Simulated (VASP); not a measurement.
Write the native input for VASP 6.6.1 that does the following.

| Item | Value |
| --- | --- |
| Task | single point |
| Functional | PBEsol |
| Potentials or basis | VASP PAW PBE potentials, release 64 (Sn_d, Se) |
| Cutoff | 520 eV |
| k mesh | 6 × 6 × 4 |
| Occupations | gaussian, width 0.5 eV |
| Spin | no spin polarisation |
| Further INCAR settings | ALGO = Normal; EDIFF = 1e-07; NBANDS = 28 |

The structure of SnSe lies in POSCAR:

```
SnSe
1.0
    4.2336300000      0.0000000000      0.0000000000
    0.0000000000      4.2336300000      0.0000000000
    0.0000000000      0.0000000000     11.0038100000
Sn Se
2 2
Direct
    0.5000000000      0.0000000000      0.3783800000
    0.0000000000      0.5000000000      0.6216200000
    0.5000000000      0.0000000000      0.6232000000
    0.0000000000      0.5000000000      0.3768000000
```

These files were run (other wordings do the same):

INCAR

```
PREC     = Accurate       # precision mode
ENCUT    = 520            # plane-wave cutoff, eV
EDIFF    = 1E-7           # SCF threshold, eV
ISMEAR   = 0              # smearing method
SIGMA    = 0.5            # smearing width, eV
LREAL    = False          # projectors in reciprocal space
LASPH    = True           # aspherical terms in the spheres
NELM     = 60             # most SCF steps
ALGO     = Normal         # electronic algorithm
ISIF     = 2              # what is computed and relaxed
LWAVE    = False          # write WAVECAR
LCHARG   = False          # write CHGCAR
GGA      = PS             # functional
NBANDS   = 28             # bands
```

KPOINTS

```
regular mesh
0
Gamma
  6 6 4
```

Potentials or basis: VASP PAW PBE potentials, release 64 (Sn_d, Se).

Command:

```bash
$ cat potpaw_PBE.64/Sn_d/POTCAR potpaw_PBE.64/Se/POTCAR > POTCAR
$ mpirun -np 1 vasp_std > vasp.out
```

Results of the run:

```
Largest force          : 0.004 eV/Å
Band gap on the k mesh : 1.48 eV, indirect (least direct gap 1.53 eV)
```

Caveat: the PAW data sets were made with another functional, which shifts forces and pressure a little; spin-orbit coupling is left out, which moves the levels of the heavy elements.

Run time: 2.1 min on 1 thread of Intel(R) Xeon(R) Platinum 8488C (Sapphire Rapids), on a shared host, peak memory 0.36 GiB.
